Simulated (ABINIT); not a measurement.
The system is Al.

```
Al
1.0
     0.00000    2.02481    2.02481
     2.02481    0.00000    2.02481
     2.02481    2.02481    0.00000
Al
1
Direct
  0.00000 0.00000 0.00000
```

Base run:

* Program: ABINIT 10.8.3 (patched build)
* Functional: PBEsol
* Potentials or basis: PseudoDojo NC SR PBEsol v0.4.1 standard
* Cutoff: 435 eV
* k mesh: 8 × 8 × 8
* Occupations: fermi-dirac, width 0.05 eV
* Spin: no spin polarisation

Its results: band gap on the k mesh none (metal or under the smearing width); pressure -2.3 GPa.

**Question.** The run is repeated on the same cell with these changes: functional from PBEsol to LDA; potentials or basis from PseudoDojo NC SR PBEsol v0.4.1 standard to PseudoDojo NC SR LDA v0.4.1 standard. What comes out?

**Answer.** Band gap on the k mesh none (metal or under the smearing width); pressure -4.1 GPa.

Not every run made on this cell is shown here.
